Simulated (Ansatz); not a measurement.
Take a crystal in which Sr has been replaced by Ba on all its sites, with the cell rescaled by a rough guess (in some cases also distorted within its space group) and nothing relaxed:

```
Ba
1.0
     4.62080    0.00000    0.00000
    -2.31040    4.00173    0.00000
     0.00000    0.00000    7.10935
Ba
2
Direct
  0.33333 0.66667 0.25000
  0.66667 0.33333 0.75000
```

These are results of DFT PBE, scalar-relativistic, plane waves, PAW in Ansatz 0.2.0, not measurements.

Plane waves to 420 eV, a k mesh through Γ of 12×12×6 on the computed 2-atom cell and Gaussian smearing (0.10 eV); no spin polarisation.

Q: Will this cell want to expand or contract, and how hard?

A: The pressure is -0.3 GPa (positive in compression), so the cell would hardly change its volume.

Q: Is it a metal on this mesh?

A: Yes, a band crosses the Fermi level.

Spin-orbit coupling is left out, which matters for the bands of heavy elements.

This form isn't the element's structure at ambient conditions.